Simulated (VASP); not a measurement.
## TiS2 in VASP 6.6.1, single-point calculation

INCAR

```
NSW = 0
SIGMA = 0.1
LREAL = .FALSE.
EDIFF = 1E-7
ENCUT = 520
IBRION = -1
PREC = Accurate
NBANDS = 19
GGA = PE
LWAVE = .FALSE.
NELM = 64
LASPH = .TRUE.
ISMEAR = 1
LCHARG = .FALSE.
ISIF = 2
```

KPOINTS

```
KPOINTS created by Atomic Simulation Environment
0
Gamma
12 12 4
0 0 0
```

POSCAR

```
Ti S
 1.0000000000000000
     3.5817985567342729   -0.0000000000288676    0.0000000000000000
    -1.7908992783421365    3.1019285413847526    0.0000000000000000
     0.0000000000000000    0.0000000000000000    5.5969053584999999
 Ti  S
   1   2
Cartesian
  0.0000000000000000  0.0000000000000000 -0.0000000000000000
  0.0000000000166670  2.0679523609135457  1.3348172459418914
  1.7908992783754702  1.0339761804423391  4.2620881125581098
```

The recommended PBE PAW datasets give the neutral cell 24 valence electrons.

Command

```
mpirun -np 1 vasp_std
```

OSZICAR

```
N       E                     dE             d eps       ncg     rms          rms(c)
DAV:   1     0.210146783514E+03    0.21015E+03   -0.11529E+04  2622   0.125E+03
DAV:   2    -0.227508570740E+01   -0.21242E+03   -0.20531E+03  2738   0.333E+02
DAV:   3    -0.233308261172E+02   -0.21056E+02   -0.20654E+02  3773   0.101E+02
DAV:   4    -0.241128563566E+02   -0.78203E+00   -0.77985E+00  3506   0.184E+01
DAV:   5    -0.241394896681E+02   -0.26633E-01   -0.26619E-01  3747   0.308E+00    0.138E+01
DAV:   6    -0.209277664599E+02    0.32117E+01   -0.31105E+01  3121   0.447E+01    0.115E+01
DAV:   7    -0.202254972922E+02    0.70227E+00   -0.21155E+01  3245   0.315E+01    0.615E+00
DAV:   8    -0.198442851500E+02    0.38121E+00   -0.31997E+00  3080   0.141E+01    0.264E+00
DAV:   9    -0.198151514159E+02    0.29134E-01   -0.21912E-01  3132   0.354E+00    0.949E-01
DAV:  10    -0.198099150572E+02    0.52364E-02   -0.62745E-02  3235   0.185E+00    0.433E-01
DAV:  11    -0.198122137945E+02   -0.22987E-02   -0.29216E-02  3326   0.125E+00    0.420E-01
DAV:  12    -0.198096351059E+02    0.25787E-02   -0.12076E-02  3277   0.773E-01    0.722E-02
DAV:  13    -0.198097522845E+02   -0.11718E-03   -0.55781E-04  3071   0.186E-01    0.727E-02
DAV:  14    -0.198096628935E+02    0.89391E-04   -0.38848E-04  3622   0.144E-01    0.137E-02
DAV:  15    -0.198096640531E+02   -0.11596E-05   -0.12530E-05  2985   0.265E-02    0.106E-02
DAV:  16    -0.198096637046E+02    0.34850E-06   -0.21439E-06  3120   0.101E-02    0.145E-03
DAV:  17    -0.198096638803E+02   -0.17571E-06   -0.23972E-07  2882   0.291E-03    0.158E-03
DAV:  18    -0.198096638112E+02    0.69086E-07   -0.21048E-07  2184   0.330E-03
   1 F= -.19809664E+02 E0= -.19809963E+02  d E =0.897169E-03
```

From OUTCAR

```
k-points           NKPTS =     69   k-points in BZ     NKDIM =     69   number of bands    NBANDS=     19

   NELECT =      24.0000    total number of electrons

   dimension x,y,z NGX =    28 NGY =   28 NGZ =   42
   dimension x,y,z NGXF=    56 NGYF=   56 NGZF=   84

  energy-cutoff  :      520.00
  volume of cell :       62.18
      direct lattice vectors                 reciprocal lattice vectors
     3.581798557 -0.000000000  0.000000000     0.279189347  0.161190045  0.000000000
    -1.790899278  3.101928541  0.000000000     0.000000000  0.322380089  0.000000000
     0.000000000  0.000000000  5.596905358     0.000000000  0.000000000  0.178670164

 k-points in reciprocal lattice and weights: KPOINTS created by Atomic Simulation Env
   0.00000000  0.00000000  0.00000000       0.002
   0.08333333  0.00000000  0.00000000       0.010
   0.16666667  0.00000000  0.00000000       0.010
   0.25000000  0.00000000  0.00000000       0.010
   0.33333333  0.00000000  0.00000000       0.010
   0.41666667  0.00000000  0.00000000       0.010
   0.50000000  0.00000000  0.00000000       0.005
   0.08333333  0.08333333  0.00000000       0.010
   ...

 E-fermi :   4.7968

 k-point     1 :       0.0000    0.0000    0.0000
  band No.  band energies     occupation
      1     -53.3126      2.00000
      2     -29.5325      2.00000
      3     -29.4819      2.00000
      4     -29.4819      2.00000
      5      -8.8286      2.00000
      6      -7.1061      2.00000
      7      -0.2256      2.00000
      8       1.5193      2.00000
      9       1.5193      2.00000
     10       4.3565      2.00000
     11       4.3565      2.00000
     12       4.7611      1.56415
     13       4.9234     -0.07043
     14       4.9234     -0.07043
     15       5.6960     -0.00000
     16       7.9209      0.00000
     17       7.9209      0.00000
     18      10.2330      0.00000
     19      10.8991      0.00000

 k-point     2 :       0.0833    0.0000    0.0000
  band No.  band energies     occupation
      1     -53.3122      2.00000
      2     -29.5315      2.00000
      3     -29.4871      2.00000
      4     -29.4831      2.00000
      5      -8.7594      2.00000
      6      -7.1035      2.00000
      7      -0.1385      2.00000
      8       1.4307      2.00000
      9       1.5519      2.00000
     10       3.7756      2.00000
     11       4.0329      2.00000
     12       4.7283      1.90885
     13       5.1186     -0.00005
     14       5.2216     -0.00000
     15       5.7696     -0.00000
     16       7.7258      0.00000
     17       7.8755      0.00000
     18      10.6761      0.00000
     19      11.2266      0.00000

 k-point     3 :       0.1667    0.0000    0.0000
  band No.  band energies     occupation
      1     -53.3111      2.00000
      2     -29.5290      2.00000
      3     -29.5012      2.00000
      4     -29.4863      2.00000
      5      -8.5611      2.00000
      6      -7.0986      2.00000
      7       0.1139      2.00000
      8       1.2252      2.00000
      9       1.6400      2.00000
     10       2.7843      2.00000
     11       3.5728      2.00000
     12       4.5249      2.00082
     13       5.1786     -0.00000
     14       5.5808     -0.00000
     15       5.9217     -0.00000
     16       7.5431      0.00000
     17       7.8121      0.00000
     18      11.4182      0.00000
     19      12.0372      0.00000

 ...

  Total       -2.3089852     -2.3089852      0.7723578     -0.0000000      0.0000000     -0.0000000
  in kB      -59.4909385    -59.4909385     19.8997760     -0.0000000      0.0000000     -0.0000000
  external PRESSURE =     -33.0273670 kB  Pullay stress =       0.0000000 kB

 POSITION                                       TOTAL-FORCE (eV/Angst)
 -----------------------------------------------------------------------------------
      0.00000      0.00000      0.00000        -0.000000      0.000000      0.000000
      0.00000      2.06795      1.33482         0.000000     -0.000000      0.061662
      1.79090      1.03398      4.26209        -0.000000      0.000000     -0.061662
 -----------------------------------------------------------------------------------
    total drift:                                0.000000      0.000000     -0.000000

  FREE ENERGIE OF THE ION-ELECTRON SYSTEM (eV)
  ---------------------------------------------------
  free  energy   TOTEN  =       -19.8096638112 eV

  energy  without entropy=      -19.8105609805  energy(sigma->0) =      -19.80996287
```

It converged. Results: gap between bands v and c on the k mesh 0.04 eV; least direct gap on the k mesh 0.16 eV; pressure -3.3 GPa; largest force 0.06 eV/Å. Band v is the last that the valence electrons fill when counted band by band, and c is the next.

For comparison, a separate PBE run of the intended cell, on usual settings and not on those above, gives a gap of 0.04 eV on its mesh and a pressure of -3.3 GPa.

The run above took about 70 s on one core of a shared host (Intel Xeon Platinum 8488C) and held 0.2 GiB at most.
